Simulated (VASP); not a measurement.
**Lattice of AlN, functional by functional**

Aim: relax AlN at several levels of theory and compare the cells. The starting structure is a measured crystal structure from the Crystallography Open Database. The first relaxation on each setting starts from this cell expanded by 3 % in volume.

Calculated with VASP 6.6.1; Kohn-Sham DFT with plane waves and PAW; PBEsol, LDA, PBE, PBEsol + D3(BJ), r2SCAN, r2SCAN + rVV10, vdW-DF-cx and PBEsol + D4.

### Step 1. The starting structure

Symmetry: P6_3mc, No. 186, hexagonal system. Conventional cell: a = 3.111 Å, b = 3.111 Å, c = 4.978 Å, α = 90.00°, β = 90.00°, γ = 120.00°. Nearest to Al lie 4 N at 1.89 to 1.92 Å. N has 4 Al at 1.89 to 1.92 Å nearest. Farther neighbours and most contacts between anions are not listed.

### Step 2. Relaxation with PBEsol

PBEsol restores the gradient expansion of exchange and is tuned for the cells of solids. This run starts from the cell of an earlier relaxation, which isn't shown; the restart sets up the plane waves anew.

Input file INCAR:

```
SYSTEM = AlN
PREC = Accurate
ENCUT = 520
EDIFF = 1E-06
NELM = 100
ISMEAR = 0
SIGMA = 0.03
LREAL = .FALSE.
ALGO = Normal
GGA = PS
NBANDS = 14
LORBIT = 11
LWAVE = .FALSE.
LCHARG = .FALSE.
KPAR = 8
IBRION = 2
NSW = 50
ISIF = 3
EDIFFG = -0.006
```

Input file POSCAR:

```
AlN
1.0
    3.1133981461      0.0000000000      0.0000000000
   -1.5566990731      2.6962818867      0.0000000000
    0.0000000000      0.0000000000      4.9831905959
Al N
2 2
Direct
    0.6666666667      0.3333333333      0.5014932159
    0.3333333333      0.6666666667      0.0014932159
    0.6666666667      0.3333333333      0.8835067841
    0.3333333333      0.6666666667      0.3835067841
```

Input file KPOINTS:

```
Automatic mesh
0
Gamma
9 9 4
0 0 0
```

The projector-augmented-wave data sets are Al and N (PBE family, release 64).

Launch:

```bash
$ mpirun -np 8 vasp_std
```

What it wrote:

```text
[banner, memory and clock lines left out]
running    8 mpi-ranks, on    1 nodes
 distrk:  each k-point on    1 cores,    8 groups
 distr:  one band on    1 cores,    1 groups

 POSCAR found type information on POSCAR AlN
 POSCAR found :  2 types and       4 ions
|                                                                             |
|           W    W    AA    RRRRR   N    N  II  N    N   GGGG   !!!           |
|           W    W   A  A   R    R  NN   N  II  NN   N  G    G  !!!           |
|           W    W  A    A  R    R  N N  N  II  N N  N  G       !!!           |
|           W WW W  AAAAAA  RRRRR   N  N N  II  N  N N  G  GGG   !            |
|           WW  WW  A    A  R   R   N   NN  II  N   NN  G    G                |
|           W    W  A    A  R    R  N    N  II  N    N   GGGG   !!!           |
|                                                                             |
|     For optimal performance we recommend to set                             |
|       NCORE = 2 up to number-of-cores-per-socket                            |
|     NCORE specifies how many cores store one orbital (NPAR=cpu/NCORE).      |
|     This setting can greatly improve the performance of VASP for DFT.       |
|     The default, NCORE=1 might be grossly inefficient on modern             |
|     multi-core architectures or massively parallel machines. Do your        |
|     Unfortunately you need to use the default for GW and RPA                |
|     calculations (for HF NCORE is supported but not extensively tested      |
|     yet).                                                                   |
|                                                                             |

|                                                                             |
|               ----> ADVICE to this user running VASP <----                  |
|                                                                             |
|     You enforced a specific xc type in the INCAR file but a different       |
|     [... a line on the potential file left out ...]
|     I HOPE YOU KNOW WHAT YOU ARE DOING!                                     |
|                                                                             |

 LDA part: xc-table for (Slater+PW92), standard interpolation
 POSCAR, INCAR and KPOINTS ok, starting setup
 FFT: planning ... GRIDC
 FFT: planning ... GRID_SOFT
 FFT: planning ... GRID
 WAVECAR not read
 entering main loop
       N       E                     dE             d eps       ncg     rms          rms(c)
DAV:   1     0.440925916512E+02    0.44093E+02   -0.74754E+03  1008   0.102E+03
DAV:   2    -0.320680755500E+02   -0.76161E+02   -0.70402E+02  1436   0.201E+02
DAV:   3    -0.357341448683E+02   -0.36661E+01   -0.36525E+01  1368   0.470E+01
DAV:   4    -0.357592318366E+02   -0.25087E-01   -0.25084E-01  1158   0.448E+00
DAV:   5    -0.357595504568E+02   -0.31862E-03   -0.31861E-03  1356   0.509E-01    0.117E+01
DAV:   6    -0.313595554689E+02    0.44000E+01   -0.11877E+01  1242   0.255E+01    0.425E+00
DAV:   7    -0.313491557844E+02    0.10400E-01   -0.71120E-01  1098   0.590E+00    0.288E+00
DAV:   8    -0.313178722931E+02    0.31283E-01   -0.84397E-02  1170   0.264E+00    0.534E-01
DAV:   9    -0.313121122749E+02    0.57600E-02   -0.18802E-02  1314   0.101E+00    0.249E-01
DAV:  10    -0.313125002132E+02   -0.38794E-03   -0.17585E-03  1152   0.285E-01    0.157E-01
DAV:  11    -0.313124136361E+02    0.86577E-04   -0.17977E-04  1284   0.102E-01    0.345E-02
DAV:  12    -0.313124123571E+02    0.12790E-05   -0.65737E-06  1254   0.236E-02    0.552E-03
DAV:  13    -0.313124117995E+02    0.55754E-06   -0.37726E-06  1230   0.145E-02
   1 F= -.31312412E+02 E0= -.31312412E+02  d E =-.313124E+02
 curvature:   0.00 expect dE= 0.000E+00 dE for cont linesearch  0.000E+00
 trial: gam= 0.00000 g(F)=  0.713E-06 g(S)=  0.883E-05 ort = 0.000E+00 (trialstep = 0.100E+01)
 search vector abs. value=  0.954E-05
 reached required accuracy - stopping structural energy minimisation
```

Run time: 2.8 s. Hardware: 8 MPI ranks of Intel Xeon 6975P-C (Granite Rapids), shared host; peak memory 1.3 GiB; 14 s of CPU time.

The logs omit lines about the potential files and the build; timing stands in the text.

OUTCAR, selected parts (step 2):

```text
ion  position               nearest neighbor table
   1  0.667  0.333  0.501-   4 1.89   4 1.89   4 1.89   3 1.90   2 3.07   2 3.07   2 3.07   2 3.07
                             2 3.07   2 3.07
   2  0.333  0.667  0.001-   3 1.89   3 1.89   3 1.89   4 1.90   1 3.07   1 3.07   1 3.07   1 3.07
                             1 3.07   1 3.07
   3  0.667  0.333  0.884-   2 1.89   2 1.89   2 1.89   1 1.90
   4  0.333  0.667  0.384-   1 1.89   1 1.89   1 1.89   2 1.90

  LATTYP: Found a hexagonal cell.
 ALAT       =     3.1133981461
 C/A-ratio  =     1.6005632309

 Subroutine GETGRP returns: Found 12 space group operations
 (whereof  6 operations were pure point group operations)

The static configuration has the point symmetry C_3v.
 The point group associated with its full space group is C_6v.

 Found     36 irreducible k-points:

   k-points           NKPTS =     36   k-points in BZ     NKDIM =     36   number of bands    NBANDS=     14

   dimension x,y,z NGX =    24 NGY =   24 NGZ =   40
   dimension x,y,z NGXF=    48 NGYF=   48 NGZF=   80

   ENCUT  =  520.0 eV  38.22 Ry    6.18 a.u.   5.79  5.79  9.27*2*pi/ulx,y,z

   NELECT =      16.0000    total number of electrons

 k-points in reciprocal lattice and weights: Automatic mesh
   0.00000000  0.00000000  0.00000000       0.003
   0.11111111  0.00000000  0.00000000       0.019
   0.22222222  0.00000000  0.00000000       0.019
   0.33333333  0.00000000  0.00000000       0.019
   0.44444444  0.00000000  0.00000000       0.019
   0.11111111  0.11111111  0.00000000       0.019
   0.22222222  0.11111111  0.00000000       0.037
   0.33333333  0.11111111  0.00000000       0.037
   0.44444444  0.11111111  0.00000000       0.019
[...]
0.33333333  0.22222222  0.50000000       0.037
   0.33333333  0.33333333  0.50000000       0.006

 average (electrostatic) potential at core
       1 -71.3874       2 -71.3874       3 -60.0193       4 -60.0193

 E-fermi :   6.2234

 k-point     1 :       0.0000    0.0000    0.0000
  band No.  band energies     occupation
    ...
      4       5.1751      2.00000
      5       5.1751      2.00000
      6       5.8292      2.00000
      7       5.8292      2.00000
      8       6.0536      2.00000
      9      10.1676      0.00000
     10      12.6034      0.00000
     11      16.5477      0.00000
     12      17.0745      0.00000
     13      17.0745      0.00000
    ...

 k-point     2 :       0.1111    0.0000    0.0000
  band No.  band energies     occupation
    ...
      4       4.4634      2.00000
      5       4.9755      2.00000
      6       5.1449      2.00000
      7       5.8022      2.00000
      8       5.9821      2.00000
      9      10.8575      0.00000
     10      13.2130      0.00000
     11      15.8861      0.00000
     12      16.1392      0.00000
     13      17.5252      0.00000
    ...

 k-point     3 :       0.2222    0.0000    0.0000
  band No.  band energies     occupation
    ...
      4       2.9502      2.00000
      5       3.8841      2.00000
      6       4.5660      2.00000
      7       5.6724      2.00000
      8       5.7171      2.00000
      9      11.9613      0.00000
     10      13.7055      0.00000
     11      14.3065      0.00000
     12      15.7783      0.00000
     13      17.6927      0.00000
    ...

  Total        0.0182602      0.0182602      0.0080602     -0.0000000     -0.0000000      0.0000000
  in kB        0.6993729      0.6993729      0.3087106     -0.0000000     -0.0000000      0.0000000
  external PRESSURE =       0.5691521 kB  Pullay stress =       0.0000000 kB

  energy-cutoff  :      520.00
  volume of cell :       41.83
      direct lattice vectors                 reciprocal lattice vectors
     3.113398146  0.000000000  0.000000000     0.321192457  0.185440551  0.000000000
    -1.556699073  2.696281887  0.000000000     0.000000000  0.370881103  0.000000000
     0.000000000  0.000000000  4.983190596     0.000000000  0.000000000  0.200674644

 POSITION                                       TOTAL-FORCE (eV/Angst)
 -----------------------------------------------------------------------------------
      1.55670      0.89876      2.49904         0.000000     -0.000000      0.001922
     -0.00000      1.79752      0.00744        -0.000000      0.000000      0.001922
      1.55670      0.89876      4.40268         0.000000     -0.000000     -0.001922
     -0.00000      1.79752      1.91109        -0.000000      0.000000     -0.001922
 -----------------------------------------------------------------------------------
    total drift:                               -0.000000      0.000000      0.000623

  FREE ENERGIE OF THE ION-ELECTRON SYSTEM (eV)
  ---------------------------------------------------
  free  energy   TOTEN  =       -31.3124117995 eV

  energy  without entropy=      -31.3124117995  energy(sigma->0) =      -31.31241180

 reached required accuracy - stopping structural energy minimisation

 total charge
# of ion       s       p       d       tot
------------------------------------------
    1        0.369   0.442   0.000   0.810
    2        0.369   0.442   0.000   0.810
    3        1.217   2.627   0.000   3.844
    4        1.217   2.627   0.000   3.844
--------------------------------------------------
tot          3.172   6.136   0.000   9.308

[... 3 further parts left out ...]
```

CONTCAR:

```
AlN
   1.00000000000000
     3.1133981461000002    0.0000000000000000    0.0000000000000000
    -1.5566990731000001    2.6962818867000000    0.0000000000000000
     0.0000000000000000    0.0000000000000000    4.9831905959000000
  Al              N
     2     2
Direct
     0.6666666667000030    0.3333333332999970    0.5014932158999983
     0.3333333332999970    0.6666666667000030    0.0014932158999983
     0.6666666667000030    0.3333333332999970    0.8835067840999997
     0.3333333332999970    0.6666666667000030    0.3835067840999997
```

The PAW data sets were made with PBE, which is usual practice but a small mismatch for other functionals. The run keeps the 12 symmetry operations of its start, so it cannot find a distortion of lower symmetry.

With PBEsol the relaxed cell holds 10.458 Å³ an atom, +0.26 % against the measured cell, with a = 3.113 Å and c = 4.983 Å. Pressures at 0.985 and 1.015 times this volume, from two more relaxations that aren't shown, give a bulk modulus of 202.3 GPa.

### Step 3. Relaxation with LDA

LDA, the lowest rung, knows the local density alone. This run starts from the cell of an earlier relaxation, which isn't shown; the restart sets up the plane waves anew.

Changes to INCAR since step 2:

```diff
@@ -9,3 +9,3 @@
 ALGO = Normal
-GGA = PS
+GGA = CA
 NBANDS = 14
```

Input file POSCAR:

```
AlN
1.0
    3.0914632761      0.0000000000      0.0000000000
   -1.5457316381      2.6772857320      0.0000000000
    0.0000000000      0.0000000000      4.9488914729
Al N
2 2
Direct
    0.6666666667      0.3333333333      0.5015022018
    0.3333333333      0.6666666667      0.0015022018
    0.6666666667      0.3333333333      0.8834977982
    0.3333333333      0.6666666667      0.3834977982
```

KPOINTS is that of step 2.

Potentials, in the order of the species: Al and N (LDA family, release 64).

Launch:

```bash
$ mpirun -np 8 vasp_std
```

What it wrote:

```text
[banner, memory and clock lines left out]
running    8 mpi-ranks, on    1 nodes
[...]
[... a notice as in an earlier step ...]

 LDA part: xc-table for (Slater(with rela. corr.)+CA(PZ))
 , standard interpolation
 POSCAR, INCAR and KPOINTS ok, starting setup
[...]
entering main loop
       N       E                     dE             d eps       ncg     rms          rms(c)
DAV:   1     0.406332203932E+02    0.40633E+02   -0.74813E+03  1008   0.103E+03
DAV:   2    -0.346272122214E+02   -0.75260E+02   -0.69775E+02  1330   0.194E+02
DAV:   3    -0.379544805298E+02   -0.33273E+01   -0.33160E+01  1362   0.434E+01
DAV:   4    -0.379743675638E+02   -0.19887E-01   -0.19885E-01  1146   0.396E+00
[...]
DAV:  10    -0.328414391721E+02   -0.17917E-03   -0.90987E-04  1170   0.198E-01    0.107E-01
DAV:  11    -0.328413827977E+02    0.56374E-04   -0.12657E-04  1290   0.882E-02    0.202E-02
DAV:  12    -0.328413824365E+02    0.36121E-06   -0.21274E-06  1174   0.119E-02
   1 F= -.32841382E+02 E0= -.32841382E+02  d E =-.328414E+02
[...]
reached required accuracy - stopping structural energy minimisation
```

Wall time 2.2 s (8 MPI ranks); peak memory 1.2 GiB.

OUTCAR, selected parts (step 3):

```text
  Total        0.0049305      0.0049305     -0.0201085     -0.0000000      0.0000000      0.0000000
  in kB        0.1928562      0.1928562     -0.7865462     -0.0000000      0.0000000      0.0000000
  external PRESSURE =      -0.1336112 kB  Pullay stress =       0.0000000 kB

 POSITION                                       TOTAL-FORCE (eV/Angst)
 -----------------------------------------------------------------------------------
      1.54573      0.89243      2.48188        -0.000000     -0.000000      0.004715
     -0.00000      1.78486      0.00743        -0.000000      0.000000      0.004715
      1.54573      0.89243      4.37233         0.000000      0.000000     -0.004715
     -0.00000      1.78486      1.89789        -0.000000      0.000000     -0.004715
 -----------------------------------------------------------------------------------
    total drift:                               -0.000000      0.000000     -0.000304

  FREE ENERGIE OF THE ION-ELECTRON SYSTEM (eV)
  ---------------------------------------------------
  free  energy   TOTEN  =       -32.8413824365 eV

  energy  without entropy=      -32.8413824365  energy(sigma->0) =      -32.84138244

[... 2 parts as in an earlier step ...]

[... 2 further parts left out ...]
[key lines of the parts left out:]
E-fermi :   6.2990
```

With LDA the relaxed cell holds 10.240 Å³ an atom, -1.83 % against the measured cell, with a = 3.091 Å and c = 4.949 Å. That is -2.08 % from PBEsol. Pressures at 0.985 and 1.015 times this volume, from two more relaxations that aren't shown, give a bulk modulus of 211.7 GPa.

### Step 4. Relaxation with PBE

PBE, the usual starting point, adds the gradient of the density.

Changes to INCAR since step 3:

```diff
@@ -9,3 +9,3 @@
 ALGO = Normal
-GGA = CA
+GGA = PE
 NBANDS = 14
```

Input file POSCAR:

```
AlN
1.0
    3.1418039835      0.0000000000      0.0000000000
   -1.5709019918      2.7208820635      0.0000000000
    0.0000000000      0.0000000000      5.0272903343
Al N
2 2
Direct
    0.6666666667      0.3333333333      0.5000000000
    0.3333333333      0.6666666667      0.0000000000
    0.6666666667      0.3333333333      0.8850000000
    0.3333333333      0.6666666667      0.3850000000
```

KPOINTS is that of step 3.

PAW data sets: Al and N (PBE family, release 64).

Launch:

```bash
$ mpirun -np 8 vasp_std
```

What it wrote:

```text
[banner, memory and clock lines left out]
running    8 mpi-ranks, on    1 nodes
[...]
[... a notice as in an earlier step ...]

 LDA part: xc-table for (Slater+PW92), standard interpolation
 POSCAR, INCAR and KPOINTS ok, starting setup
[...]
entering main loop
       N       E                     dE             d eps       ncg     rms          rms(c)
DAV:   1     0.479924339479E+02    0.47992E+02   -0.75696E+03  1008   0.103E+03
DAV:   2    -0.302945161592E+02   -0.78287E+02   -0.70963E+02  1414   0.202E+02
DAV:   3    -0.343848699146E+02   -0.40904E+01   -0.40653E+01  1350   0.488E+01
DAV:   4    -0.344158950907E+02   -0.31025E-01   -0.31019E-01  1140   0.492E+00
[...]
DAV:  11    -0.297747906386E+02    0.10969E-03   -0.27528E-04  1236   0.127E-01    0.364E-02
DAV:  12    -0.297747934464E+02   -0.28078E-05   -0.15190E-05  1200   0.346E-02    0.105E-02
DAV:  13    -0.297747933216E+02    0.12475E-06   -0.62936E-06  1278   0.188E-02
   1 F= -.29774793E+02 E0= -.29774793E+02  d E =-.297748E+02
[... from here on, the cycles between the ionic steps are left out ...]
   2 F= -.29777617E+02 E0= -.29777617E+02  d E =-.282329E-02
   3 F= -.29780207E+02 E0= -.29780207E+02  d E =-.541343E-02
   4 F= -.29780641E+02 E0= -.29780641E+02  d E =-.434270E-03
   5 F= -.29780744E+02 E0= -.29780744E+02  d E =-.536876E-03
   6 F= -.29780753E+02 E0= -.29780753E+02  d E =-.954265E-05
   7 F= -.29780777E+02 E0= -.29780777E+02  d E =-.331200E-04
[...]
reached required accuracy - stopping structural energy minimisation
```

It took 9 s on 8 MPI ranks; peak memory 1.4 GiB; 54 s of CPU time.

OUTCAR, selected parts (step 4):

```text
  Total       -0.0017562     -0.0017562     -0.0039353      0.0000000      0.0000000      0.0000000
  in kB       -0.0661691     -0.0661691     -0.1482703      0.0000000      0.0000000      0.0000000
  external PRESSURE =      -0.0935362 kB  Pullay stress =       0.0000000 kB

 POSITION                                       TOTAL-FORCE (eV/Angst)
 -----------------------------------------------------------------------------------
      1.56432      0.90316      2.51702         0.000000     -0.000000     -0.000830
     -0.00000      1.80632      0.00880         0.000000     -0.000000     -0.000830
      1.56432      0.90316      4.43076        -0.000000      0.000000      0.000830
     -0.00000      1.80632      1.92254        -0.000000     -0.000000      0.000830
 -----------------------------------------------------------------------------------
    total drift:                               -0.000000      0.000000      0.001113

  FREE ENERGIE OF THE ION-ELECTRON SYSTEM (eV)
  ---------------------------------------------------
  free  energy   TOTEN  =       -29.7807767452 eV

  energy  without entropy=      -29.7807767452  energy(sigma->0) =      -29.78077675

[... 2 parts as in an earlier step ...]

[... 2 further parts left out ...]
[key lines of the parts left out:]
E-fermi :   6.1357
```

With PBE the relaxed cell holds 10.631 Å³ an atom, +1.92 % against the measured cell, with a = 3.129 Å and c = 5.016 Å. That is +1.66 % from PBEsol. Pressures at 0.985 and 1.015 times this volume, from two more relaxations that aren't shown, give a bulk modulus of 194.8 GPa.

(Continued in part 2 of 3.)

[Lines on the potential files, build, host, timing and source positions are cut from VASP's logs without a mark.]

[Logs are printed without paths, hosts, clocks, repeated set-up lines and the standing remarks that a program may print on its own settings, such as how far it seeks lower states.]

[Hosts, paths, dates, database ids (printed as entryN), source tags and the programs' standing remarks are cut or masked in the printed files.]
